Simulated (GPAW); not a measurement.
Input of a GPAW 26.7.0 run:

File run.py:

```python
from ase import Atoms
from ase.eos import EquationOfState
from ase.io import Trajectory
from ase.units import GPa
from gpaw import GPAW, PW

atoms = Atoms(['W', 'W', 'S', 'S', 'S', 'S'],
              cell=[[3.1832085602, 0.0, 0.0],
                    [-1.5916042801, 2.7567394786, 0.0],
                    [0.0, 0.0, 23.66876325]],
              scaled_positions=[[0.6666666667, 0.3333333333, 0.36268246],
                                [0.3333333333, 0.6666666667, 0.63731754],
                                [0.6666666667, 0.3333333333, 0.70318389],
                                [0.3333333333, 0.6666666667, 0.42855817],
                                [0.6666666667, 0.3333333333, 0.57144183],
                                [0.3333333333, 0.6666666667, 0.29681611]],
              pbc=True)

traj = Trajectory('eos.traj', 'w')
volumes, energies = [], []
for x in [0.94, 0.96, 0.98, 1.0, 1.02, 1.04, 1.06]:
    a = atoms.copy()
    a.set_cell(atoms.cell * x**(1 / 3), scale_atoms=True)
    calc = GPAW(mode=PW(600),
                xc='LDA',
                kpts={'size': (6, 6, 1), 'gamma': True},
                occupations={'name': 'fermi-dirac', 'width': 0.05},
                nbands=46,
                convergence={'density': 1e-05, 'energy': 1e-05},
                maxiter=150,
                txt=f'eos-{x:.2f}.txt')
    a.calc = calc
    energies.append(a.get_potential_energy(force_consistent=True))
    volumes.append(a.get_volume())
    p = -a.get_stress()[:3].mean() / GPa
    calc.write(f'eos-{x:.2f}.gpw')
    traj.write(a)
    print(f'{x:.2f} {volumes[-1]:10.4f} A^3 {energies[-1]:14.6f} eV {p:9.3f} GPa', flush=True)

v0, e0, B = EquationOfState(volumes, energies, eos='birchmurnaghan').fit()
print(f'V0 = {v0:.4f} A^3, E0 = {e0:.6f} eV, B0 = {B / GPa:.2f} GPa')
```

Potentials or basis: the program's PAW data sets (release 1.2.1) made for this functional, pw.

Run with:

```sh
$ OMP_NUM_THREADS=1 python run.py
```

**Question.** Estimate the bulk modulus at fixed shape and positions.

**Answer.** 91 GPa.

**Question.** Estimate the pressure derivative of the bulk modulus.

**Answer.** 4.4.

**Question.** Estimate the equilibrium volume.

**Answer.** 33.33 Å³/atom.

Energy against volume, from the lowest point:
```csv
volume (Å³/atom),energy (meV/atom)
32.540,5.50
33.232,0.00
33.924,2.85
34.617,13.16
35.309,30.16
36.001,53.12
36.694,81.42
```

Caveat: the k mesh is coarse (spacing up to 0.38 Å⁻¹), so the values aren't converged; the cell was scaled at fixed shape and fractional positions, which overstates the stiffness of a crystal with free parameters, most of all of layers and chains. The run has no spin-orbit coupling, so splittings on W are missing.
